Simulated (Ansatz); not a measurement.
BP:

```xyz
2
Lattice="0.0000 2.2690 2.2690 2.2690 0.0000 2.2690 2.2690 2.2690 0.0000" Properties=species:S:1:pos:R:3 pbc="T T T"
P     3.4035    3.4035    3.4035
B     0.0000    0.0000    0.0000
```

Base run:

* Program: Ansatz 0.2.0
* Functional: PBE
* Potentials or basis: Ansatz PAW
* Cutoff: 420 eV (not typed: the program's choice for these potentials)
* k mesh: 10 × 10 × 10
* Occupations: fermi-dirac, width 0.05 eV
* Spin: no spin polarisation

Its results: band gap on the k mesh 1.24 eV, indirect (least direct gap 3.40 eV); pressure 1.1 GPa.

The run is repeated on the same cell with these changes: functional from PBE to RPBE. What comes out?

Band gap on the k mesh 1.27 eV, indirect (least direct gap 3.40 eV); pressure 4.0 GPa.

RPBE binds less tightly than PBE, so the same cell stands under more pressure.

Caveats: the PAW data sets come from PBE, with cores solved anew for the run's functional, which leaves a small shift of forces and pressure (some runs).
